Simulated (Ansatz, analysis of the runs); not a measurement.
# A homologous series of junctions, from SiH2(OSiH2)1 chain with amine ends, between Au (111) faces with adatoms, part 2 of 4

How fast does the conductance fall as the molecule grows?

Ansatz 0.2.0; DFT PBE, plane waves, PAW; relaxation of a junction, electrodes held but for their tips (the session's first sound run).

So far. Step 2 (Relaxing the junction, 87 atoms, molecule siloxane 1 …): The largest force component on a free atom ends at 0.010 eV/Å, under the limit of 0.05. The apex atoms end 9.45 Å apart, and their nearest bridge atoms lie at 2.28 Å (Au–N) and 2.28 Å (Au–N).

### Step 3. Transmission, 87 atoms, molecule siloxane 1, amine ends, units 1

This step: DFT PBE, plane waves, PAW; transmission of a junction between electrodes (Ansatz 0.2.0).

The cell is now read as a scatterer between two semi-infinite leads, named by two sites one period apart. The scattering states in its self-consistent potential are matched to the leads' states at each energy. A mesh across the current samples the surface zone of the faces.

The input, input.yaml:

```yaml
crystal:
  lattice:
    - [8.8246926292, 0.0, 0.0]
    - [4.4123463146, 7.6424079975, 0.0]
    - [0.0, 0.0, 30.592687203]
  atoms:
    - { symbol: Au, position: [0.722222222, 0.722222222, 0.0] }
    - { symbol: Au, position: [0.722222222, 0.055555556, 0.0] }
    - { symbol: Au, position: [0.722222222, 0.388888889, 0.0] }
    - { symbol: Au, position: [0.055555556, 0.722222222, 0.0] }
    - { symbol: Au, position: [0.055555556, 0.055555556, 0.0] }
    - { symbol: Au, position: [0.055555556, 0.388888889, 0.0] }
    - { symbol: Au, position: [0.388888889, 0.722222222, 0.0] }
    - { symbol: Au, position: [0.388888889, 0.055555556, 0.0] }
    - { symbol: Au, position: [0.388888889, 0.388888889, 0.0] }
    - { symbol: Au, position: [0.833333333, 0.833333333, 0.07850821] }
    - { symbol: Au, position: [0.833333333, 0.166666667, 0.07850821] }
    - { symbol: Au, position: [0.833333333, 0.5, 0.07850821] }
    - { symbol: Au, position: [0.166666667, 0.833333333, 0.07850821] }
    - { symbol: Au, position: [0.166666667, 0.166666667, 0.07850821] }
    - { symbol: Au, position: [0.166666667, 0.5, 0.07850821] }
    - { symbol: Au, position: [0.5, 0.833333333, 0.07850821] }
    - { symbol: Au, position: [0.5, 0.166666667, 0.07850821] }
    - { symbol: Au, position: [0.5, 0.5, 0.07850821] }
    - { symbol: Au, position: [0.944444444, 0.944444444, 0.157016421] }
    - { symbol: Au, position: [0.944444444, 0.277777778, 0.157016421] }
    - { symbol: Au, position: [0.944444444, 0.611111111, 0.157016421] }
    - { symbol: Au, position: [0.277777778, 0.944444444, 0.157016421] }
    - { symbol: Au, position: [0.277777778, 0.277777778, 0.157016421] }
    - { symbol: Au, position: [0.277777778, 0.611111111, 0.157016421] }
    - { symbol: Au, position: [0.611111111, 0.944444444, 0.157016421] }
    - { symbol: Au, position: [0.611111111, 0.277777778, 0.157016421] }
    - { symbol: Au, position: [0.611111111, 0.611111111, 0.157016421] }
    - { symbol: Au, position: [0.055555556, 0.055555556, 0.235524631] }
    - { symbol: Au, position: [0.055555556, 0.388888889, 0.235524631] }
    - { symbol: Au, position: [0.055555556, 0.722222222, 0.235524631] }
    - { symbol: Au, position: [0.388888889, 0.055555556, 0.235524631] }
    - { symbol: Au, position: [0.388888889, 0.388888889, 0.235524631] }
    - { symbol: Au, position: [0.388888889, 0.722222222, 0.235524631] }
    - { symbol: Au, position: [0.722222222, 0.055555556, 0.235524631] }
    - { symbol: Au, position: [0.722222222, 0.388888889, 0.235524631] }
    - { symbol: Au, position: [0.722222222, 0.722222222, 0.235524631] }
    - { symbol: Au, position: [0.5107793607, 0.4949206686, 0.3062220777] }
    - { symbol: "N", position: [0.4185138365, 0.5078475832, 0.3764101124] }
    - { symbol: Si, position: [0.5889087279, 0.4989819446, 0.4083861579] }
    - { symbol: O, position: [0.5448525437, 0.5000473366, 0.4607452779] }
    - { symbol: Si, position: [0.5878685393, 0.5010658366, 0.5131042962] }
    - { symbol: "N", position: [0.4263506981, 0.4921803812, 0.5450805181] }
    - { symbol: H, position: [0.3004313546, 0.6208762161, 0.3774224381] }
    - { symbol: H, position: [0.3973927329, 0.4044063182, 0.3785517194] }
    - { symbol: H, position: [0.7494412228, 0.3318721956, 0.3974299101] }
    - { symbol: H, position: [0.5983499996, 0.6580085609, 0.3975122328] }
    - { symbol: H, position: [0.7563367496, 0.3420248772, 0.5239694982] }
    - { symbol: H, position: [0.5813059025, 0.6681614265, 0.5240691445] }
    - { symbol: H, position: [0.4212980806, 0.3791516227, 0.5440636742] }
    - { symbol: H, position: [0.301787061, 0.5956213402, 0.5429418992] }
    - { symbol: Au, position: [0.5057012593, 0.5050744979, 0.6152696013] }
    - { symbol: Au, position: [0.277777778, 0.277777778, 0.685967159] }
    - { symbol: Au, position: [0.277777778, 0.611111111, 0.685967159] }
    - { symbol: Au, position: [0.277777778, 0.944444444, 0.685967159] }
    - { symbol: Au, position: [0.611111111, 0.277777778, 0.685967159] }
    - { symbol: Au, position: [0.611111111, 0.611111111, 0.685967159] }
    - { symbol: Au, position: [0.611111111, 0.944444444, 0.685967159] }
    - { symbol: Au, position: [0.944444444, 0.277777778, 0.685967159] }
    - { symbol: Au, position: [0.944444444, 0.611111111, 0.685967159] }
    - { symbol: Au, position: [0.944444444, 0.944444444, 0.685967159] }
    - { symbol: Au, position: [0.388888889, 0.388888889, 0.764475369] }
    - { symbol: Au, position: [0.388888889, 0.722222222, 0.764475369] }
    - { symbol: Au, position: [0.388888889, 0.055555556, 0.764475369] }
    - { symbol: Au, position: [0.722222222, 0.388888889, 0.764475369] }
    - { symbol: Au, position: [0.722222222, 0.722222222, 0.764475369] }
    - { symbol: Au, position: [0.722222222, 0.055555556, 0.764475369] }
    - { symbol: Au, position: [0.055555556, 0.388888889, 0.764475369] }
    - { symbol: Au, position: [0.055555556, 0.722222222, 0.764475369] }
    - { symbol: Au, position: [0.055555556, 0.055555556, 0.764475369] }
    - { symbol: Au, position: [0.5, 0.5, 0.842983579] }
    - { symbol: Au, position: [0.5, 0.833333333, 0.842983579] }
    - { symbol: Au, position: [0.5, 0.166666667, 0.842983579] }
    - { symbol: Au, position: [0.833333333, 0.5, 0.842983579] }
    - { symbol: Au, position: [0.833333333, 0.833333333, 0.842983579] }
    - { symbol: Au, position: [0.833333333, 0.166666667, 0.842983579] }
    - { symbol: Au, position: [0.166666667, 0.5, 0.842983579] }
    - { symbol: Au, position: [0.166666667, 0.833333333, 0.842983579] }
    - { symbol: Au, position: [0.166666667, 0.166666667, 0.842983579] }
    - { symbol: Au, position: [0.611111111, 0.611111111, 0.92149179] }
    - { symbol: Au, position: [0.611111111, 0.944444444, 0.92149179] }
    - { symbol: Au, position: [0.611111111, 0.277777778, 0.92149179] }
    - { symbol: Au, position: [0.944444444, 0.611111111, 0.92149179] }
    - { symbol: Au, position: [0.944444444, 0.944444444, 0.92149179] }
    - { symbol: Au, position: [0.944444444, 0.277777778, 0.92149179] }
    - { symbol: Au, position: [0.277777778, 0.611111111, 0.92149179] }
    - { symbol: Au, position: [0.277777778, 0.944444444, 0.92149179] }
    - { symbol: Au, position: [0.277777778, 0.277777778, 0.92149179] }
kpoints:
  mp_grid: { grid: [4, 4, 1] }
scf:
  occupations: { method: fermi_dirac, width: 0.1 }
hamiltonian:
  xc: pbe
output:
  transmission: { leads: [[78, 0]], e_range: [-0.7, 0.7], de: 0.035, kmesh: [4, 4] }
  dos: { projected: true, e_range: [-5, 4] }
  write_potential: true
  write_density: true
  volumetric_format: npy
```

Launch:

```bash
$ ansatz run input.yaml --threads 16 --pin off --max-ram 61440MiB --backend cuda --events-out ev --progress --plain --runs-dir out --max-vram 78GiB
```

Numbers of over 12 decimals in the logs are rounded to 6 here.

The program printed:

```text
[...]
Crystal: 87 atoms, lattice volume = 2063.229 Å³
Basis set: ecut = 420 eV, 40321 PW (Γ)
Bands: 863, of which v1, the nominal top of the filled ones, is band 719 counted from 1 (718 counted from 0)
Symmetry: 1 space group operations
[...]
k-points: 10 of 16 (time reversal used)
[...]
SCF iter   1: F=—  HF=-975782.401385 eV  |F-HF|=—  |Δ(HF+E_count)|=         —  Δρ=3.83e-3  dr2=9.30e0  ethr=1.77e-3  ⟨swp⟩=6.0  Hψ=32833  notcnv=0  defer=220
[...]
SCF iter   9: F=-975781.965322 eV  HF=-975781.965322 eV  |F-HF|=5.82e-10  |Δ(HF+E_count)|=   1.36e-7  Δρ=1.41e-6  dr2=4.54e-8  ethr=6.95e-12  ⟨swp⟩=12.8  Hψ=41041  notcnv=0
SCF 1 converged in 9 iterations: F = -975781.965322 eV  dr2 = 4.54e-8
[...]
transmission: 54 of 470 steps passed
transmission: 99 of 470 steps passed
transmission: 144 of 470 steps passed
[...]
SCF converged after 9 iterations
[...]
--- Transmission ---
  basis      : 595 plane waves across, 47 finite elements along
  points     : 10, standing for a mesh of 4 x 4
  on the GPU : 9 of these points; the CPU solved the others: they were too small for the GPU, or it had no memory for them, could not solve them or had refused or failed an earlier call
  filling    : by the input's occupations and mesh, since the crystals that have channels conduct as metals do. If one of these is a semiconductor, that mesh has misplaced its level
  energies   : 41 from -0.700000 to 0.700000 eV about the Fermi level, 0.035000 eV apart; the leads are filled to 0.000000 eV, and channels, transmission and decay are at 0.000000 eV
  crystal 0  : Au9, at the sites [78, 0], period 2.4018 Å, over 19.21 Å; its Hamiltonian steps by up to 23.2 meV
    offset         : up to 0.0000 Å between an atom of the period and one for which it stands
    filled         : 0.0 meV over the level at which it is neutral
    channels       : 7.687500e0 a spin
    conductance    : 8.8257e14 S/m² at 300 K; may be off by some 0.0 % by where its bands' edges are placed, 11.4 % from the k-mesh, 0.0 % from the distance to neutral
  junction   : crystal 0 to crystal 0, -0.50 to 27.69 Å
    transmission   : 8.734527e-4 a spin
    conductance    : 1.0059e11 S/m² at 300 K (7.9597e10 on every other point, 1.0026e11 on every other energy)
    error estimate : 0.3 % from the energy spacing and 70.5 % from band edges of the leads and from resonances (wavevectors taken as independent; lower de), 38.0 % from the k-mesh, 5.7 % from the steps of its leads' Hamiltonians or their offsets (lay more layers), 0.0 % from the distance to neutral
    resistance     : 9.9399e0 Ω µm² beyond half of each lead's own
```

Wall time 7.8 min (1 × NVIDIA GB200 with 16 threads of Arm Neoverse V2, shared host); peak memory 18 GiB.

Numbers from this step:

```
energy at zero smearing                                      : -975781.4863 eV
transmission at the energy nearest the Fermi level, one spin : 8.73e-4
step of the lead's Hamiltonian                               : 23.2 meV
conductance of the junction                                  : 8.76e-4 G₀
conductance of the bulk lead, a 3×3 cell, mean over the mesh : 7.682 G₀
channels of the bulk lead, one spin, mean over the mesh      : 7.688
```

The transmission, one spin by energy, zero at the Fermi level:

```csv
energy (eV),"transmission, one spin"
-0.700,6.0e-4
-0.630,6.3e-4
-0.560,6.8e-4
-0.490,7.1e-4
-0.420,6.8e-4
-0.350,6.6e-4
-0.315,6.7e-4
-0.245,7.0e-4
-0.175,7.4e-4
-0.105,7.8e-4
-0.035,8.4e-4
0.000,8.7e-4
0.035,9.1e-4
0.105,1.0e-3
0.175,0.00115
0.210,0.00143
0.245,0.00128
0.315,9.6e-4
0.350,9.4e-4
0.420,9.6e-4
0.490,0.00102
0.560,0.00112
0.630,0.00123
0.700,0.00137
```

Table of open channels of the lead, one spin by energy, zero at the Fermi level:

energy (eV), open channels of the lead, one spin and a bar from the least value:
```
   -0.700       5.69 
   -0.630       5.81 ##
   -0.560       5.81 ##
   -0.490       5.81 ##
   -0.420       6.56 #############
   -0.350       6.56 #############
   -0.315       7.31 ########################
   -0.245       7.69 ##############################
   -0.175       7.69 ##############################
   -0.105       7.69 ##############################
   -0.035       7.69 ##############################
    0.000       7.69 ##############################
    0.035       7.69 ##############################
    0.105       7.69 ##############################
    0.175       7.69 ##############################
    0.245       7.31 ########################
    0.315       7.31 ########################
    0.350       7.31 ########################
    0.420       7.31 ########################
    0.490       7.31 ########################
    0.560       7.31 ########################
    0.630       7.31 ########################
    0.700       7.31 ########################
```

The planar mean of the electrostatic potential energy, less the Fermi level oscillates, so the rows of the table below give means over windows of 1 Å about each position, cut where the curve ends. Its maxima inside the range that stand out by 2 % of the span (Å: eV): 1.1: 0.833, 3.5: 0.863, 5.9: 0.895, 8.8: 2.86, 10.3: 3.49, 13.5: 2.47, 17.7: 3.53, 19.5: 2.95, 22.2: 0.909, 24.5: 0.793, 26.9: 0.799, 29.5: 0.830. Its minima: 2.4: -16.2, 4.7: -15.9, 7.1: -15.7, 9.5: 2.30, 12.3: 0.326, 16.0: 0.269, 18.7: 2.3, 21.0: -16.0, 23.4: -16.2, 25.8: -16.2, 28.3: -15.8.

Planar mean of the electrostatic potential energy, less the Fermi level against z; means over each step:

z (Å), planar mean of the electrostatic potential energy, less the Fermi level (eV) and a bar from the least value:
```
        0      -13.8 
        1       -2.7 ####################
        2      -10.8 #####
        3       -7.8 ###########
        4       -4.8 ################
        5      -13.0 #
        6       -1.9 #####################
        7      -12.8 ##
        8       -4.0 #################
        9        2.6 #############################
       10        2.9 ##############################
       11        2.5 #############################
       12        0.5 #########################
       13        1.6 ###########################
       14        2.2 ############################
       15        1.9 ############################
       16        0.5 #########################
       17        2.0 ############################
       18        3.1 ##############################
       19        2.5 #############################
       20       -1.3 ######################
       21      -13.7 
       22       -2.4 ####################
       23      -11.0 #####
       24       -7.7 ###########
       25       -4.9 ################
       26      -13.1 #
       27       -1.7 #####################
       28      -13.0 #
       29       -4.8 ################
       30       -7.6 ###########
```

By hand: the program gives 1.0059 × 10^11 S/m² over the cell's cross-section of 67.44 Å² = 6.744 × 10^-19 m², so one cell conducts 6.784 × 10^-8 S. Divided by G0 = 2e²/h = 7.748 × 10^-5 S this is 8.8e-4 G0, a resistance of 14741 kΩ.

The conductance is 8.8e-4 G₀. The value hangs on where a semilocal functional puts the molecule's levels, which is known only roughly. The lead's Hamiltonian steps by 23.2 meV, which the program lets pass, though it counts in the error estimate. The largest term of the program's error estimate is 70 %, from band edges of the leads and from resonances.

### Step 4. Landauer integrals, 87 atoms

This step: Landauer integrals over the computed T(E), interpolated linearly between its energies (analysis of the runs above).

Conductance and thermopower are moments of T(E) over the thermal window; sliding the window along E stands for a gate that leaves T(E) rigid.

Numbers from this step:

```yaml
conductance_at_300_k_interpolated_from_t_e: 8.78e-4 G₀
thermopower_at_300_k: -8.774 μV/K
lorenz_number_over_l0: 1.014
```

T(E) held rigid; rough near sharp steps of T(E). Table of conductance at 300 K by shift of the leads' level:

```csv
shift of the leads' level (eV),conductance at 300 K (G₀)
-0.350,6.7e-4
-0.300,6.8e-4
-0.250,7.0e-4
-0.200,7.3e-4
-0.150,7.6e-4
-0.100,7.9e-4
-0.050,8.3e-4
0.000,8.8e-4
0.050,9.4e-4
0.100,0.00101
0.150,0.00111
0.200,0.00123
0.250,0.00119
0.300,0.00105
0.350,9.7e-4
```

T(E) held rigid; rough near sharp steps of T(E). Table of thermopower at 300 K by shift of the leads' level:

```csv
shift of the leads' level (eV),thermopower at 300 K (μV/K)
-0.350,-0.706
-0.300,-3.20
-0.250,-4.67
-0.200,-5.57
-0.150,-6.19
-0.100,-6.87
-0.050,-7.67
0.000,-8.77
0.050,-10.2
0.100,-12.4
0.150,-14.6
0.200,-5.68
0.250,12.3
0.300,15.3
0.350,6.20
```

The two levels move by half the bias each and T(E) is held rigid. The current from the zero-bias T(E) by bias:

```csv
bias (V),current from the zero-bias T(E) (μA)
0.000,0
0.100,0.00682
0.200,0.0137
0.300,0.0208
0.400,0.0283
0.500,0.0358
0.600,0.0428
0.700,0.0493
0.800,0.0556
```

By hand, Mott's formula: S = −(π²k²T/3e) d ln T/dE, and π²k²T/3e = 7.33 μV/K × eV at 300 K. The computed T is 8.1e-4 at -0.070 eV and 9.6e-4 at +0.070 eV, so d ln T/dE ≈ 1.21 per eV and S ≈ -8.88 μV/K, against -8.77 from the integrals.

The thermopower is -8.77 μV/K. The Lorenz ratio is 1.01, where the Wiedemann-Franz law gives 1. These values rest on a semilocal level alignment and on the mesh across the current. Moving the level by up to 0.1 eV either way gives -12 to -6.9 μV/K.

(Continued in part 3 of 4.)

[Logs are printed without paths, hosts, clocks, repeated set-up lines and the standing remarks that a program may print on its own settings, such as how far it seeks lower states.]

[Hosts, paths, dates, database ids (printed as entryN), source tags and the programs' standing remarks are cut or masked in the printed files.]
